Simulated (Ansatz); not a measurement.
Al2O3 (P-3m1), stationary points along a deformation path

Computed with DFT PBE+D3(BJ), scalar-relativistic, plane waves, PAW in Ansatz. Settings: plane waves to 420 eV, k-mesh 12×12×4 (Γ-centred), Gaussian smearing 0.05 eV. No spin polarisation. Energies are free energies at this smearing, counted from the undisturbed cell; pressure is positive in compression.

Reference structure (as given, not relaxed at this level; it stands at -2.9 GPa; this form isn't the usual structure):

```xyz
5
Lattice="3.0175 0.0000 0.0000 -1.5087 2.6132 0.0000 0.0000 0.0000 7.5746" Properties=species:S:1:pos:R:3 pbc="T T T"
Al    0.0000    0.0000    2.1054
Al    0.0000    0.0000    5.4693
O     0.0000    1.7421    1.5108
O     1.5087    0.8711    6.0638
O     0.0000    0.0000    3.7873
```

At fixed volume and fractional coordinates, lengths along (0.000, 0.000, 1.000) are scaled against those across it; ρ is that ratio over its starting value. V = 11.946 Å³/atom. Δσ is the stress along the axis less the mean stress across it (compression positive).

| ρ | ΔE (meV/atom) | Δσ (GPa) | space group |
| --- | --- | --- | --- |
| 0.800 | 673.4 | 131.98 | P-3m1 |
| 0.850 | 341.2 | 89.53 | P-3m1 |
| 0.920 | 84.9 | 42.14 | P-3m1 |
| 0.960 | 19.8 | 19.74 | P-3m1 |
| 1.000 | 0.0 | 0.03 | P-3m1 |
| 1.050 | 26.4 | -21.41 | P-3m1 |
| 1.100 | 97.5 | -39.78 | P-3m1 |
| 1.200 | 334.3 | -68.41 | P-3m1 |
| 1.300 | 644.0 | -85.88 | P-3m1 |

How does the stress give the slope of the energy, and where is the energy stationary?

Along the path d ln(length) is 2/3 d ln ρ on the axis and −1/3 d ln ρ across it, so dE/d ln ρ = −(2/3) V Δσ: the energy falls with ρ where Δσ is positive. Δσ vanishes or changes sign between ρ = 1.000 and 1.050, a minimum (near 1.00 by linear interpolation). Pairs of stationary points between two samples would go unseen, and could change a minimum read from distant neighbours into a maximum.

Integrate that slope from ρ = 1 to 0.850 by the trapezoid rule.

With V/N in Å³ and 1 eV/Å³ = 160.2 GPa the slopes at ρ = 1.000, 0.960, 0.920, 0.850 are -2, -981, -2094, -4450 meV/atom per unit of ln ρ. The steps add 20.1 + 65.4 + 259.0 = 344.5 meV/atom, against 341.2 from the energies; the trapezoid rule misses the curvature of the slope within each step.

Forces appear on the atoms along this scan, and letting them relax would lower the energy and soften the response. The gap closes along the scan, which can put kinks into the curve.